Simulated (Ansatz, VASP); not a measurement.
# Cross-check of CdTe between VASP and Ansatz, part 2 of 2

Aim: how closely do two programs agree when they are given the same cell, functional and k mesh? The cell is taken from a series of VASP runs on this material, whose earlier steps may have relaxed, scaled or displaced it; both programs get it as it stands.

VASP 6.6.1 and Ansatz 0.2.0.

So far. Step 2 (VASP: band structure, r2SCAN): The run ends at a pressure of 1.37 GPa.

## 5. Ansatz: band structure, LDA

Level of this step: Ansatz beside VASP: Kohn-Sham DFT, plane waves, LDA (Ansatz).

Levels along a path test the potential and the projectors away from the mesh points. The cell compared in this pair holds 66.12 Å³, against 68.02 Å³ for the pair before.

The cell is taken from a series of VASP runs on this material, whose earlier steps may have relaxed, scaled or displaced it; both programs get it as it stands.

File input.yaml:

```yaml
crystal:
  lattice:
    - [0.0, 3.209439937, 3.209439937]
    - [3.209439937, 0.0, 3.209439937]
    - [3.209439937, 3.209439937, 0.0]
  atoms:
    - { symbol: Te, position: [0.75, 0.75, 0.75] }
    - { symbol: Cd, position: [0.0, 0.0, 0.0] }
hamiltonian:
  xc: lda
  pseudopotentials: { kind: paw }
kpoints:
  mp_grid: { grid: [6, 6, 6] }
  band_path:
    path:
      - [0.0, 0.0, 0.0]
      - [0.16667, 0.0, 0.16667]
      - [0.33333, 0.0, 0.33333]
      - [0.5, 0.0, 0.5]
      - [0.5, 0.08333, 0.58333]
      - [0.5, 0.19444, 0.69444]
      - [0.5, 0.25, 0.75]
      - [0.45833, 0.29167, 0.75]
      - [0.40278, 0.34722, 0.75]
      - [0.375, 0.375, 0.75]
      - [0.20833, 0.20833, 0.41667]
      - [0.08333, 0.08333, 0.16667]
      - [0.0, 0.0, 0.0]
      - [0.22222, 0.22222, 0.22222]
      - [0.38889, 0.38889, 0.38889]
      - [0.51389, 0.47222, 0.51389]
      - [0.55556, 0.38889, 0.55556]
      - [0.61111, 0.27778, 0.61111]
      - [0.61111, 0.25, 0.63889]
      - [0.56944, 0.25, 0.68056]
      - [0.51389, 0.25, 0.73611]
      - [0.5, 0.27778, 0.72222]
      - [0.5, 0.38889, 0.61111]
      - [0.5, 0.47222, 0.52778]
      - [0.48611, 0.48611, 0.52778]
      - [0.43056, 0.43056, 0.63889]
      - [0.38889, 0.38889, 0.72222]
      - [0.59722, 0.19444, 0.59722]
      - [0.55556, 0.11111, 0.55556]
      - [0.5, 0.0, 0.5]
    npoints: 1
scf:
  occupations: { method: gaussian, width: 0.03 }
  n_extra_bands: 7
output:
  forces: true
  stress: true
  eigenvalues: true
```

Run with:

```bash
$ ansatz run input.yaml --threads 2 --pin off --max-ram 4608MiB --backend cpu --events-out ev --progress --plain --runs-dir out
```

Numbers of over 12 decimals in the logs are rounded to 6 here.

What it wrote:

```text
[...]
Crystal: 2 atoms, lattice volume = 66.118 Å³
Basis set: ecut = 420 eV, 1291 PW (Γ)
Bands: 25, of which v1, the nominal top of the filled ones, is band 18 counted from 1 (17 counted from 0)
Symmetry: 24 space group operations
[...]
k-points: 16 of 216 (time reversal used)
[...]
k-point 0: bands = [... 14 lower, -0.5281, 7.5600, 7.5600, 7.5600, 8.1560, 12.0743, 12.0743, 12.0743, ... 3 higher]
  k-point 1: bands = [... 14 lower, -0.5296, 5.7116, 7.3147, 7.3147, 9.3015, 12.1746, 12.4274, 12.4274, ... 3 higher]
  k-point 2: bands = [... 14 lower, -0.4403, 3.7926, 6.9084, 6.9084, 9.3446, 12.7205, 12.7205, 13.7118, ... 3 higher]
  k-point 15: bands = [... 14 lower, 0.0453, 3.1267, 5.2087, 5.2890, 11.1906, 11.2168, 14.1807, 14.4707, ... 3 higher]
[key lines of the parts left out:]
SCF converged after 6 iterations
Free energy (F): -14945.804024 eV
Fermi energy:    7.858849 eV
P = ⅓ Tr σ = -0.1988 GPa (-1.988 kbar)
```

It took 4.5 s on 2 threads of Arm Neoverse N1, shared host; peak memory 0.32 GiB; 8.3 s of CPU time.

## 6. VASP: band structure, LDA

The same cell, functional (in two slightly different forms), mesh and smearing now go to VASP, with its own data sets and cutoff.

File INCAR:

```
SYSTEM = CdTe
PREC = Accurate
ENCUT = 350
EDIFF = 1E-06
NELM = 100
ISMEAR = 0
SIGMA = 0.03
LREAL = .FALSE.
ALGO = Normal
GGA = CA
NBANDS = 21
LORBIT = 11
LWAVE = .FALSE.
LCHARG = .FALSE.
KPAR = 4
```

File POSCAR:

```
CdTe
1.0
    0.0000000000      3.2094399370      3.2094399370
    3.2094399370      0.0000000000      3.2094399370
    3.2094399370      3.2094399370      0.0000000000
Te Cd
1 1
Direct
    0.7500000000      0.7500000000      0.7500000000
    0.0000000000      0.0000000000      0.0000000000
```

File KPOINTS:

```
Automatic mesh
0
Gamma
6 6 6
0 0 0
```

File KPOINTS_OPT:

```
Line mode
10
Line-mode
Reciprocal
  0.00000000   0.00000000   0.00000000 GAMMA
  0.50000000   0.00000000   0.50000000 X

  0.50000000   0.00000000   0.50000000 X
  0.50000000   0.25000000   0.75000000 W

  0.50000000   0.25000000   0.75000000 W
  0.37500000   0.37500000   0.75000000 K

  0.37500000   0.37500000   0.75000000 K
  0.00000000   0.00000000   0.00000000 GAMMA

  0.00000000   0.00000000   0.00000000 GAMMA
  0.50000000   0.50000000   0.50000000 L

  0.50000000   0.50000000   0.50000000 L
  0.62500000   0.25000000   0.62500000 U

  0.62500000   0.25000000   0.62500000 U
  0.50000000   0.25000000   0.75000000 W

  0.50000000   0.25000000   0.75000000 W
  0.50000000   0.50000000   0.50000000 L

  0.50000000   0.50000000   0.50000000 L
  0.37500000   0.37500000   0.75000000 K

  0.62500000   0.25000000   0.62500000 U
  0.50000000   0.00000000   0.50000000 X
```

Potentials, in the order of the species: Te and Cd (LDA family, release 64).

Run with:

```bash
$ mpirun -np 4 vasp_std
```

What it wrote:

```text
[banner, memory and clock lines left out]
running    4 mpi-ranks, on    1 nodes
[...]
LDA part: xc-table for (Slater(with rela. corr.)+CA(PZ))
 , standard interpolation
 POSCAR, INCAR and KPOINTS ok, starting setup
[...]
entering main loop
       N       E                     dE             d eps       ncg     rms          rms(c)
DAV:   1     0.856936571080E+02    0.85694E+02   -0.64754E+03   688   0.540E+02
DAV:   2    -0.296610971863E+01   -0.88660E+02   -0.84403E+02   767   0.174E+02
DAV:   3    -0.625596621320E+01   -0.32899E+01   -0.32771E+01   823   0.340E+01
DAV:   4    -0.628726119272E+01   -0.31295E-01   -0.31292E-01   882   0.300E+00
[...]
DAV:  10    -0.604221299944E+01    0.77615E-05   -0.70395E-05   777   0.747E-02    0.462E-02
DAV:  11    -0.604221599723E+01   -0.29978E-05   -0.18018E-05   747   0.302E-02    0.278E-02
DAV:  12    -0.604221553971E+01    0.45751E-06   -0.98712E-07   633   0.939E-03
   1 F= -.60422155E+01 E0= -.60422155E+01  d E =-.258160E-24
 Start KPOINTS_OPT (optional k-point list driver)
k-point batch [1-16\100]
       N       E                     dE             ncg
DAV:   1     0.282421744739E+03   -0.49330E+04      704
DAV:   2    -0.110233112425E+04   -0.13848E+04      775
DAV:   3    -0.115252182321E+04   -0.50191E+02      797
DAV:   4    -0.115296886211E+04   -0.44704E+00      884
DAV:   5    -0.115297149564E+04   -0.26335E-02      846
DAV:   6    -0.115297155511E+04   -0.59463E-04      856
DAV:   7    -0.115297155676E+04   -0.16478E-05      745
DAV:   8    -0.115297155680E+04   -0.49258E-07      555
[...]
k-point batch [97-100\100]
       N       E                     dE             ncg
DAV:   1     0.581699113328E+04   -0.19529E+04      176
DAV:   2     0.547672955261E+04   -0.34026E+03      188
DAV:   3     0.546422289226E+04   -0.12507E+02      211
DAV:   4     0.546409841871E+04   -0.12447E+00      220
DAV:   5     0.546409815250E+04   -0.26621E-03      203
DAV:   6     0.546409814845E+04   -0.40493E-05      199
DAV:   7     0.546409814838E+04   -0.70278E-07      176
```

Parts of OUTCAR (step 6):

```text
  Total       -0.1007158     -0.1007158     -0.1007158     -0.0000000     -0.0000000      0.0000000
  in kB       -2.4405657     -2.4405657     -2.4405657     -0.0000000     -0.0000000      0.0000000
  external PRESSURE =      -2.4405657 kB  Pullay stress =       0.0000000 kB

 POSITION                                       TOTAL-FORCE (eV/Angst)
 -----------------------------------------------------------------------------------
      4.81416      4.81416      4.81416        -0.000000     -0.000000     -0.000000
      0.00000      0.00000      0.00000         0.000000      0.000000      0.000000
 -----------------------------------------------------------------------------------
    total drift:                                0.000000      0.000000      0.000001

  FREE ENERGIE OF THE ION-ELECTRON SYSTEM (eV)
  ---------------------------------------------------
  free  energy   TOTEN  =        -6.0422155397 eV

  energy  without entropy=       -6.0422155397  energy(sigma->0) =       -6.04221554

[... 1 part as in an earlier step ...]

[... 2 further parts left out ...]
[key lines of the parts left out:]
E-fermi :   2.6402
```

The run ends at a pressure of -0.24 GPa.

## 7. Differences

What differs besides the data sets and the points named for the pairs above, as far as they apply: the two LDA forms differ slightly; the cutoff is 420 eV in Ansatz and 350 eV in VASP; VASP's log shows a relativistic correction to its local exchange, Ansatz's none. Total energies have different zeros and are not compared.

Compared:

```
                     quantity  Ansatz   VASP  difference
               pressure (GPa)   -0.20  -0.24       +0.05
gap over the path points (eV)   0.596  0.634      -0.038
```

Levels at points of the path, from each program's valence-band top (eV; 4 filled, then empty):

```
k (reciprocal lattice)                                  Ansatz                                    VASP
     0.000 0.000 0.000     -8.09 0.00 0.00 0.00 0.60 4.51 4.51     -8.10 0.00 0.00 0.00 0.63 4.48 4.48
     0.167 0.000 0.167  -8.08 -1.85 -0.65 -0.65 2.43 3.55 5.50  -8.09 -1.84 -0.66 -0.66 2.46 3.53 5.47
     0.333 0.000 0.333  -7.91 -3.64 -1.60 -1.60 2.57 3.02 7.28  -7.92 -3.64 -1.61 -1.61 2.56 3.02 7.28
     0.500 0.000 0.500  -7.59 -4.52 -1.98 -1.98 2.39 2.55 8.76  -7.59 -4.53 -1.99 -1.99 2.38 2.54 8.80
     0.500 0.083 0.583  -7.56 -4.49 -2.11 -2.09 2.73 2.87 8.06  -7.57 -4.50 -2.12 -2.10 2.72 2.86 8.05
     0.500 0.194 0.694  -7.50 -4.42 -2.41 -2.32 3.94 4.00 6.12  -7.50 -4.42 -2.43 -2.33 3.94 3.99 6.11
     0.500 0.250 0.750  -7.49 -4.40 -2.47 -2.36 4.25 4.56 5.46  -7.50 -4.40 -2.48 -2.37 4.26 4.54 5.45
     0.458 0.292 0.750  -7.50 -4.40 -2.58 -2.13 3.76 4.48 5.90  -7.51 -4.41 -2.60 -2.14 3.76 4.48 5.89
     0.403 0.347 0.750  -7.53 -4.42 -2.71 -1.72 2.88 4.45 6.98  -7.53 -4.42 -2.72 -1.73 2.87 4.45 6.96
     0.375 0.375 0.750  -7.53 -4.42 -2.72 -1.65 2.75 4.44 7.26  -7.54 -4.43 -2.74 -1.65 2.73 4.44 7.24
```

Among the levels compared at these points, filled levels agree within 15 meV and empty ones within 44 meV. Ansatz's pressure holds a Pulay correction of 0.03 GPa; VASP's holds none.

## 8. VASP: band structure, LDA, spin-orbit coupling

The same path points are solved in both programs, so levels can be compared one by one. The cell compared in this pair holds 68.02 Å³, against 66.12 Å³ for the pair before.

INCAR: that of step 6 with these lines changed.

```diff
@@ -10,3 +10,8 @@
 GGA = CA
-NBANDS = 21
+LNONCOLLINEAR = .TRUE.
+MAGMOM = 0 0 0 0 0 0
+NBANDS = 30
+GGA_COMPAT = .FALSE.
+LASPH = .TRUE.
+LSORBIT = .TRUE.
 LORBIT = 11
```

File POSCAR:

```
CdTe
1.0
    0.0000000000      3.2400000000      3.2400000000
    3.2400000000      0.0000000000      3.2400000000
    3.2400000000      3.2400000000      0.0000000000
Te Cd
1 1
Direct
    0.7500000000      0.7500000000      0.7500000000
    0.0000000000      0.0000000000      0.0000000000
```

KPOINTS is that of step 6.

KPOINTS_OPT is that of step 6.

Run with:

```bash
$ mpirun -np 4 vasp_ncl
```

What it wrote:

```text
[... set-up lines as in an earlier step ...]
 entering main loop
       N       E                     dE             d eps       ncg     rms          rms(c)
DAV:   1     0.887514426388E+02    0.88751E+02   -0.64980E+03  1352   0.763E+02
DAV:   2    -0.228758810702E+01   -0.91039E+02   -0.87810E+02  1480   0.229E+02
DAV:   3    -0.636221821642E+01   -0.40746E+01   -0.40531E+01  1536   0.496E+01
DAV:   4    -0.641526662877E+01   -0.53048E-01   -0.53035E-01  1634   0.487E+00
[...]
DAV:  11    -0.616848089256E+01   -0.91042E-06   -0.17688E-05  1526   0.525E-02    0.226E-02
DAV:  12    -0.616848278848E+01   -0.18959E-05   -0.51006E-06  1574   0.178E-02    0.132E-02
DAV:  13    -0.616848264758E+01    0.14090E-06   -0.37470E-07   846   0.734E-03
   1 F= -.61684826E+01 E0= -.61684826E+01  d E =-.216332E-11  mag=     0.0000    -0.0000     0.0000
 Start KPOINTS_OPT (optional k-point list driver)
k-point batch [1-22\100]
       N       E                     dE             ncg
DAV:   1     0.373510615839E+03   -0.69963E+04     1352
DAV:   2    -0.160022933990E+04   -0.19737E+04     1488
DAV:   3    -0.168371202618E+04   -0.83483E+02     1616
DAV:   4    -0.168476886162E+04   -0.10568E+01     1722
DAV:   5    -0.168477855627E+04   -0.96947E-02     1576
DAV:   6    -0.168477880254E+04   -0.24627E-03     1720
DAV:   7    -0.168477880845E+04   -0.59080E-05     1430
DAV:   8    -0.168477880863E+04   -0.17726E-06     1112
[...]
k-point batch [89-100\100]
       N       E                     dE             ncg
DAV:   1     0.407353086189E+04   -0.52349E+04      728
DAV:   2     0.299615638966E+04   -0.10774E+04      822
DAV:   3     0.295254133983E+04   -0.43615E+02      890
DAV:   4     0.295203400232E+04   -0.50734E+00      906
DAV:   5     0.295202970477E+04   -0.42976E-02      884
DAV:   6     0.295202961124E+04   -0.93532E-04      908
DAV:   7     0.295202960889E+04   -0.23447E-05      788
DAV:   8     0.295202960883E+04   -0.66156E-07      550
```

OUTCAR, selected parts (step 8):

```text
  Total       -0.6026461     -0.6026461     -0.6026461      0.0000000      0.0000000      0.0000000
  in kB      -14.1941015    -14.1941015    -14.1941015      0.0000000      0.0000000      0.0000000
  external PRESSURE =     -14.1941015 kB  Pullay stress =       0.0000000 kB

 POSITION                                       TOTAL-FORCE (eV/Angst)
 -----------------------------------------------------------------------------------
      4.86000      4.86000      4.86000        -0.000000     -0.000000      0.000000
      0.00000      0.00000      0.00000         0.000000      0.000000     -0.000000
 -----------------------------------------------------------------------------------
    total drift:                                0.000000      0.000000      0.000000

  FREE ENERGIE OF THE ION-ELECTRON SYSTEM (eV)
  ---------------------------------------------------
  free  energy   TOTEN  =        -6.1684826476 eV

  energy  without entropy=       -6.1684826476  energy(sigma->0) =       -6.16848265

 magnetization (x)
# of ion       s       p       d       tot
------------------------------------------
    1        0.000  -0.000  -0.000  -0.000
    2       -0.000   0.000   0.000  -0.000
--------------------------------------------------
tot         -0.000  -0.000  -0.000  -0.000

 magnetization (y)
# of ion       s       p       d       tot
------------------------------------------
    1        0.000   0.000   0.000   0.000
    2        0.000   0.000  -0.000   0.000
--------------------------------------------------
tot          0.000   0.000  -0.000   0.000

 magnetization (z)
# of ion       s       p       d       tot
------------------------------------------
    1        0.000  -0.000  -0.000   0.000
    2       -0.000   0.000   0.000   0.000
--------------------------------------------------
tot         -0.000   0.000   0.000   0.000

[... 1 part as in an earlier step ...]

[... 2 further parts left out ...]
[key lines of the parts left out:]
E-fermi :   2.5898
```

The run ends at a pressure of -1.42 GPa.

## 9. Ansatz: band structure, LDA, spin-orbit coupling

The same cell, functional (in two slightly different forms), mesh and smearing now go to Ansatz, which takes its cutoff from its data sets.

The cell is taken from a series of VASP runs on this material, whose earlier steps may have relaxed, scaled or displaced it; both programs get it as it stands.

input.yaml: that of step 5 with these lines changed.

```diff
@@ -2,5 +2,5 @@
   lattice:
-    - [0.0, 3.209439937, 3.209439937]
-    - [3.209439937, 0.0, 3.209439937]
-    - [3.209439937, 3.209439937, 0.0]
+    - [0.0, 3.24, 3.24]
+    - [3.24, 0.0, 3.24]
+    - [3.24, 3.24, 0.0]
   atoms:
@@ -10,3 +10,6 @@
   xc: lda
-  pseudopotentials: { kind: paw }
+  pseudopotentials: { kind: paw_fr }
+magnetization:
+  noncollinear: true
+  spin_orbit: true
 kpoints:
@@ -48,3 +51,3 @@
   occupations: { method: gaussian, width: 0.03 }
-  n_extra_bands: 7
+  n_extra_bands: 14
 output:
@@ -53 +56,5 @@
   eigenvalues: true
+  write_density: true
+  write_potential: true
+  elf: true
+  volumetric_format: npy
```

Run with:

```bash
$ ansatz run input.yaml --threads 2 --pin off --max-ram 4608MiB --backend cpu --events-out ev --progress --plain --runs-dir out
```

What it wrote:

```text
[...]
non-collinear run that drives no moment, with spin-orbit: no starting moment large enough to seed its density (crystal.atoms[].spin), no starting occupations that ask for one, no magnetisation constraint and no magnetic field, so the semilocal B_xc is pinned to zero
Crystal: 2 atoms, lattice volume = 68.024 Å³
Basis set: ecut = 420 eV, 1363 PW (Γ)
[...]
k-point 1: bands = [... 32 lower, 6.6472, 6.6472, 7.1860, 7.2036, 8.8409, 8.8409, 11.7303, 11.7303, ... 10 higher]
  k-point 2: bands = [... 32 lower, 6.2448, 6.2448, 6.7893, 6.8052, 8.9026, 8.9026, 12.2055, 12.2055, ... 10 higher]
  k-point 15: bands = [... 32 lower, 4.6127, 4.9688, 5.0784, 5.1061, 10.5772, 10.8124, 10.8260, 10.8832, ... 10 higher]
[key lines of the parts left out:]
SCF converged after 7 iterations
Magnetization: |M| = 0.0000 μB,  M = (+0.0000, +0.0000, +0.0000) μB
Free energy (F): -14951.000547 eV
Fermi energy:    7.554133 eV
P = ⅓ Tr σ = -1.3753 GPa (-13.753 kbar)
```

Run time: 26 s. Hardware: 2 threads; peak memory 0.53 GiB.

## 10. Differences

What differs besides the data sets and the points named for the pairs above, as far as they apply: spin-orbit coupling enters by fully relativistic files in Ansatz and inside the spheres in VASP; the data sets hold 36 valence electrons in Ansatz (fully relativistic PAW (standard-fr) files) and 18 in VASP. Total energies have different zeros and are not compared.

Compared:

```
                     quantity  Ansatz   VASP  difference
               pressure (GPa)   -1.38  -1.42       +0.04
gap over the path points (eV)   0.233  0.270      -0.037
```

Levels at points of the path, from each program's valence-band top (eV; 8 filled, then empty):

```
k (reciprocal lattice)                                                                         Ansatz                                                                           VASP
     0.000 0.000 0.000      -8.10 -8.10 -0.89 -0.89 0.00 0.00 0.00 0.00 0.23 0.23 4.00 4.00 4.36 4.36      -8.11 -8.11 -0.86 -0.86 0.00 0.00 0.00 0.00 0.27 0.27 3.98 3.98 4.32 4.32
     0.167 0.000 0.167  -8.07 -8.07 -2.18 -2.18 -1.11 -1.11 -0.68 -0.68 2.07 2.07 3.29 3.29 5.15 5.15  -8.08 -8.08 -2.17 -2.17 -1.10 -1.10 -0.68 -0.68 2.10 2.10 3.28 3.28 5.12 5.12
     0.333 0.000 0.333  -7.91 -7.91 -3.87 -3.87 -2.00 -2.00 -1.63 -1.63 2.32 2.32 2.73 2.73 6.79 6.79  -7.92 -7.92 -3.86 -3.86 -1.99 -1.99 -1.63 -1.63 2.31 2.31 2.73 2.73 6.79 6.79
     0.500 0.000 0.500  -7.68 -7.68 -4.69 -4.69 -2.36 -2.36 -2.01 -2.01 2.17 2.17 2.27 2.27 8.14 8.14  -7.68 -7.68 -4.69 -4.69 -2.35 -2.35 -2.01 -2.01 2.15 2.15 2.27 2.27 8.18 8.18
     0.500 0.083 0.583  -7.70 -7.63 -4.72 -4.61 -2.55 -2.37 -2.14 -2.10 2.46 2.52 2.53 2.65 7.48 7.64  -7.70 -7.63 -4.71 -4.61 -2.54 -2.37 -2.15 -2.11 2.45 2.51 2.53 2.64 7.48 7.65
     0.500 0.194 0.694  -7.69 -7.56 -4.70 -4.46 -2.89 -2.49 -2.41 -2.40 3.37 3.72 3.74 3.75 5.72 5.84  -7.69 -7.56 -4.69 -4.47 -2.88 -2.49 -2.42 -2.40 3.39 3.72 3.73 3.75 5.71 5.83
     0.500 0.250 0.750  -7.68 -7.55 -4.69 -4.44 -2.95 -2.48 -2.48 -2.45 3.62 4.05 4.26 4.33 5.03 5.23  -7.69 -7.55 -4.68 -4.44 -2.94 -2.49 -2.49 -2.46 3.65 4.05 4.26 4.32 5.03 5.22
     0.458 0.292 0.750  -7.69 -7.56 -4.69 -4.45 -2.98 -2.63 -2.32 -2.23 3.31 3.52 4.08 4.26 5.50 5.62  -7.70 -7.56 -4.68 -4.45 -2.98 -2.64 -2.32 -2.23 3.32 3.52 4.09 4.25 5.50 5.62
     0.403 0.347 0.750  -7.71 -7.58 -4.70 -4.47 -3.06 -2.75 -1.93 -1.88 2.57 2.63 4.01 4.22 6.55 6.62  -7.71 -7.58 -4.69 -4.47 -3.05 -2.76 -1.93 -1.88 2.57 2.63 4.02 4.22 6.54 6.61
     0.375 0.375 0.750  -7.71 -7.58 -4.70 -4.47 -3.07 -2.77 -1.85 -1.82 2.46 2.49 4.00 4.21 6.86 6.87  -7.72 -7.59 -4.69 -4.47 -3.06 -2.78 -1.85 -1.82 2.45 2.49 4.02 4.21 6.84 6.85
```

Among the levels compared at these points, filled levels agree within 34 meV and empty ones within 47 meV. Ansatz's pressure holds a Pulay correction of 0.03 GPa; VASP's holds none.

## 11. Outcome

- difference in gap over the path points (band structure, r2SCAN): 0.011 eV
- difference in gap over the path points (band structure, LDA): -0.038 eV
- difference in gap over the path points (band structure, LDA, spin-orbit coupling): -0.037 eV

What this shows: The difference in gap over the path points is -0.038 eV (band structure, LDA), within the 0.08 eV picked in this series as the mark of a large difference. 5 further runs of this series are not shown here. How closely two codes agree says nothing of how well the functional describes the real material.

[Lines on the potential files, build, host, timing and source positions are cut from VASP's logs without a mark.]

[Logs are printed without paths, hosts, clocks, repeated set-up lines and the standing remarks that a program may print on its own settings, such as how far it seeks lower states.]

[Hosts, paths, dates, database ids (printed as entryN), source tags and the programs' standing remarks are cut or masked in the printed files.]
